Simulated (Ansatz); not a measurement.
# Au under changes of volume

One of the cells (17.651 Å³/atom); the others are scaled copies at fixed shape and fractional positions:

```
Au
1.0
     1.41131   -2.55593    0.00000
     1.41131    2.55593    0.00000
     0.00000    0.00000    4.89317
Au
2
Cartesian
  1.4113 0.8451 1.2233
  1.4113 -0.8451 3.6699
```

This isn't the form of Au at room conditions, which is fcc.

```yaml
Program: Ansatz 0.2.0
Functional: LDA
Potentials_or_basis: all-electron LAPW, scalar-relativistic
Cutoff: 261 eV (chosen from the basis error)
Basis_error_allowed: 0.001 eV/atom
k_mesh: 11 × 11 × 6
Occupations: fermi-dirac, width 0.05 eV
Spin: no spin polarisation
```

```csv
volume (Å³/atom),energy over the lowest point (meV/atom),pressure (GPa),largest force (eV/Å)
16.592,0.00,0.4,0.036
16.945,3.48,-3.4,0.028
17.298,14.83,-6.8,0.021
17.651,33.00,-9.6,0.014
18.004,57.06,-12.1,0.007
18.357,?,?,?
18.710,119.66,-16.1,0.007
```

Question: What does the run at 18.357 Å³/atom give?

Answer: Energy over the lowest point 86.18 meV/atom; pressure -14.3 GPa; largest force 0.000 eV/Å.

Worked out: A Birch-Murnaghan fit of order 3 (a polynomial in V^(-2/3)) to the other rows has its minimum at 16.63 Å³/atom with B0 = V·E''(V) = 192 GPa and B' = 5.8 at fixed shape and positions, which overstates the stiffness. It gives 86.18 meV/atom at 18.357 Å³/atom, against the run's 86.18, and -dE/dV = -14.3 GPa, against -14.3.

Energies are extrapolated to zero smearing.
